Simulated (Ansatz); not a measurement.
Sn: a faulty run and its cure

Someone meant to compute Sn with PBE, plane waves and PAW in Ansatz and wrote this input.

```yaml
crystal:
  lattice:
    - [-1.59075, 1.59075, 2.91565]
    - [1.59075, -1.59075, 2.91565]
    - [1.59075, 1.59075, -2.91565]
  atoms:
    - { symbol: Sn, position: [0.0, 0.0, 0.0] }
basis:
  ecutwfc: 420
kpoints:
  mp_grid: { grid: [18, 18, 18] }
hamiltonian:
  xc: pbe
scf:
  occupations: { method: gaussian, width: 0.1 }
  max_iter: 12
  convergence: { dr2_threshold: "1e-19 eV" }
output:
  forces: true
  stress: true
  eigenvalues: true
```

Command:

```bash
ansatz run input.yaml --threads 1 --pin off --max-ram 2560MiB --backend cpu --events-out ev --progress --plain --runs-dir out
```

The program printed (HF is the Harris–Foulkes energy, dr2 the density residual in eV):

```text
Pseudopotential: Sn, paw, valence charge 14, recommended cutoff 420 eV (normal)
Crystal: 1 atom, lattice volume = 29.512 Å³
Basis set: ecut = 420 eV, 581 PW (Γ), exchange–correlation on 50×50×50 points (8 copies of the dense FFT grid, shifted against one another)
Bands: 11, of which v1, the nominal top of the filled ones, is band 7 counted from 1 (6 counted from 0)
Symmetry: 16 space group operations
Space group: I4/mmm (ITA 139), of the structure as read, at distance tolerance 3.1e-5 Å
k-points: 480 of 5832
Initial density: superposition of atomic densities, corrected by the library's trained network
SCF iter   1: HF=-6024.109211 eV  Δρ=8.62e-4  dr2=1.59e-4
SCF iter   2: HF=-6024.108716 eV  Δρ=5.54e-4  dr2=6.91e-5
SCF iter   3: HF=-6024.108752 eV  Δρ=2.24e-4  dr2=1.21e-5
SCF iter   4: HF=-6024.108761 eV  Δρ=5.56e-5  dr2=6.09e-7
   ...
SCF iter  10: HF=-6024.108760 eV  Δρ=3.67e-9  dr2=3.84e-15
SCF iter  11: HF=-6024.108760 eV  Δρ=5.01e-10  dr2=6.14e-17
SCF iter  12: HF=-6024.108760 eV  Δρ=9.79e-11  dr2=2.19e-18
Error: did not converge after 12 iterations: dr2 = 2.19e-18 (threshold 1.00e-19), under the density mixer `msr1`, which `scf.mixing.algorithm: auto` chose by the deck's other keys (type `scf.mixing.algorithm: msr1` to keep it); raise `scf.max_iter`, which need not help a stalled SCF …
```

Task: What is the cause?
A. Lattice vectors in bohr read as angstrom
B. A total moment locked at a wrong value
C. An atom left out of the cell, with fixed occupations
D. Cartesian positions typed as fractional ones
E. An SCF threshold too tight for the iterations allowed

Result: E. The residual can't fall so far within the iterations allowed. The cure is the default threshold.

The change to the input:

```diff
 scf:
-  max_iter: 12
-  convergence: { dr2_threshold: "1e-19 eV" }
```

Result of the mended run: a pressure of -1.63 GPa, no gap.

Time of the mended run: 10 s on 1 thread of Intel(R) Xeon(R) Processor @ 2.70GHz, on a shared host, peak memory 0.46 GiB.

This form isn't the element's structure at ambient conditions.